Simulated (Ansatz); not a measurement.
The system is GaAs.

```
Ga As
1.0
     3.81014    0.00000    0.00000
     0.00000    3.81014    0.00000
     0.00000    0.00000    2.73891
Ga As
1 1
Direct
  0.50000 0.50000 0.50000
  0.00000 0.00000 0.50000
```

The cell was built by a generator and needn't be a form met in nature.

```yaml
Program: Ansatz 0.2.0
Task: relaxation of cell and atoms
Functional: PBEsol0
Potentials_or_basis: Ansatz PAW
Cutoff: "420 eV (not typed: the program's choice for these potentials)"
k_mesh: 4 × 4 × 5
Occupations: fermi-dirac, width 0.05 eV
Spin: no spin polarisation
```

At the start: volume 19.88 Å³/atom.

Q: Where does the relaxation end?

A: It ends after 7 steps and the volume is 18.90 Å³/atom (-4.9 %); space group P4/mmm (No. 123, to 0.05 Å).

Step by step:
| step | energy change (eV) | largest force (eV/Å) | volume (Å³) |
| --- | --- | --- | --- |
| 1 | 0.0000 | 0.0000 | 39.76 |
| 2 | -0.1452 | 0.0000 | 38.20 |
| 3 | -0.2088 | 0.0000 | 37.03 |
| 4 | -0.2162 | 0.0000 | 38.22 |
| 5 | -0.2186 | 0.0000 | 37.75 |
| 6 | -0.2186 | 0.0000 | 37.80 |
| 7 | -0.2177 | 0.0000 | 37.80 |

Final structure:
```yaml
crystal:
  lattice:
    - [3.87934, 0.00000, 0.00000]
    - [0.00000, 3.87934, 0.00000]
    - [0.00000, 0.00000, 2.51152]
  atoms:
    - { symbol: Ga, position: [0.50000, 0.50000, 0.50000] }
    - { symbol: As, position: [0.00000, 0.00000, 0.50000] }
```

Caveat: the k mesh is coarse (spacing up to 0.46 Å⁻¹), so the values aren't converged, least of all with exact exchange; the plane-wave basis is chosen anew once the cell has moved, so the energies of steps on either side of that aren't comparable; the PAW data sets come from PBE, with cores solved anew for the run's functional, which leaves a small shift of forces and pressure.
